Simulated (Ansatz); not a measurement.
PbF2 (Fluorocronite):

```
CELL_PARAMETERS angstrom
0.00000 2.96366 2.96366
2.96366 0.00000 2.96366
2.96366 2.96366 0.00000
ATOMIC_POSITIONS crystal
Pb 0.00000 0.00000 0.00000
F 0.75000 0.75000 0.75000
F 0.25000 0.25000 0.25000
```

Base run:

| Property | Result |
| --- | --- |
| Program | Ansatz 0.2.0 |
| Functional | PBE0 form with a typed share of exact exchange |
| Potentials or basis | Ansatz PAW |
| Cutoff | 420 eV (not typed: the program's choice for these potentials) |
| k mesh | 5 × 5 × 5 |
| Occupations | fermi-dirac, width 0.05 eV |
| Spin | no spin polarisation |

Its results: band gap on the k mesh 5.76 eV, indirect (least direct gap 6.01 eV); pressure 1.5 GPa.

Q: After a change of settings the same cell gave: band gap on the k mesh 7.39 eV, indirect (least direct gap 7.66 eV); pressure 0.1 GPa. Which change was it?
A. share of exact exchange from 0.15 to 0.5
B. share of exact exchange from 0.15 to 0.35
C. functional from PBE0 form with a typed share of exact exchange to PBE0; share of exact exchange from 0.15 to 0.25
D. share of exact exchange from 0.15 to 0.1

A: B.

Caveats: odd divisions of the mesh miss points on the zone boundary, where band edges often lie, so the gap on the mesh can be too wide; spin-orbit coupling is left out, which as a rule narrows the gap of such compounds by several tenths of an eV; the PAW data sets come from PBE, with cores solved anew for the run's functional, which leaves a small shift of forces and pressure; the thresholds are loose for stress.
